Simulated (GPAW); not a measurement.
Wanted: an ASE script for a GPAW 26.7.0 run.

```
Task                : optical spectrum
Functional          : GLLB-SC
Potentials or basis : the program's PAW data sets (release 1.2.1) made for this functional
Cutoff              : 600 eV
Basis               : pw
k mesh              : 10 × 10 × 3
Occupations         : fermi-dirac, width 0.001 eV
Spin                : no spin polarisation
Kernel              : RPA
Eta                 : 0.05 eV
Response ecut       : 60 eV
Scissors            : 0 eV
Maxiter             : 150
Response k mesh     : 11 × 11 × 3
Domega0             : 0.05 eV
Omega2              : 10 eV
Response bands      : 144
Directions          : ["x", "z"]
Intraband           : no
```

The structure of C lies in POSCAR:

```
C
1.0
    2.5221000000      0.0000000000      0.0000000000
   -1.2610500000      2.1842026709      0.0000000000
    0.0000000000      0.0000000000      8.2371000000
C
8
Direct
    0.6666666667      0.3333333333      0.8437500000
    0.3333333333      0.6666666667      0.3437500000
    0.6666666667      0.3333333333      0.6562500000
    0.3333333333      0.6666666667      0.1562500000
    0.0000000000      0.0000000000      0.9062500000
    0.0000000000      0.0000000000      0.4062500000
    0.0000000000      0.0000000000      0.5937500000
    0.0000000000      0.0000000000      0.0937500000
```

This is a hexagonal form of diamond, not graphite.

The input as run:

run.py

```python
from ase.dft.bandgap import bandgap
from ase.io import read, write
from gpaw import GPAW, PW
from gpaw.response.df import DielectricFunction

atoms = read('POSCAR')

calc = GPAW(mode=PW(600),
            xc='GLLBSC',
            kpts={'size': (10, 10, 3), 'gamma': True},
            occupations={'name': 'fermi-dirac', 'width': 0.001},
            nbands=32,
            convergence={'density': 1e-06},
            maxiter=150,
            txt='gpaw.txt')
atoms.calc = calc
energy = atoms.get_potential_energy()
calc.write('gs.gpw')
write('result.traj', atoms)
print('Fermi level:', round(calc.get_fermi_level(), 4), 'eV')
print(f'Gap: {bandgap(calc)[0]:.4f} eV, direct: {bandgap(calc, direct=True)[0]:.4f} eV')

dense = calc.fixed_density(kpts={'size': (11, 11, 3), 'gamma': True},
                           nbands=150, convergence={'bands': 144},
                           update_fermi_level=True, txt='dense.txt')
dense.write('dense.gpw', mode='all')

df = DielectricFunction('dense.gpw', frequencies={'type': 'nonlinear', 'domega0': 0.05, 'omega2': 10},
                        eta=0.05, ecut=60, nbands=144, intraband=False, txt='df.txt')
for direction in ['x', 'z']:
    df.get_dielectric_function(xc='RPA', direction=direction, filename=f'df_{direction}.csv')
    e0, e = df.get_macroscopic_dielectric_constant(xc='RPA', direction=direction)
    print(f'{direction}: static eps {e0:.4f} without, {e:.4f} with local fields')
```

Potentials or basis: the program's PAW data sets (release 1.2.1) made for this functional, pw.

Launch:

```sh
$ OMP_NUM_THREADS=1 python run.py
```

It gave:

| Item | Value |
| --- | --- |
| Band gap on the k mesh, Kohn-Sham part alone | 4.44 eV, indirect (least direct gap 5.36 eV) |

Caveat: a model potential gives levels but no total energy; the long-wavelength limit can be off by a per cent or two; response on these states lacks terms of the Hamiltonian; spectra need much finer meshes, so this one isn't converged; independent-particle spectra lack excitons; an odd mesh through Γ misses points on the zone boundary, where band edges often lie.

Wall time 13 min on 1 thread of Arm Neoverse V1 (shared host), peak memory 0.49 GiB.
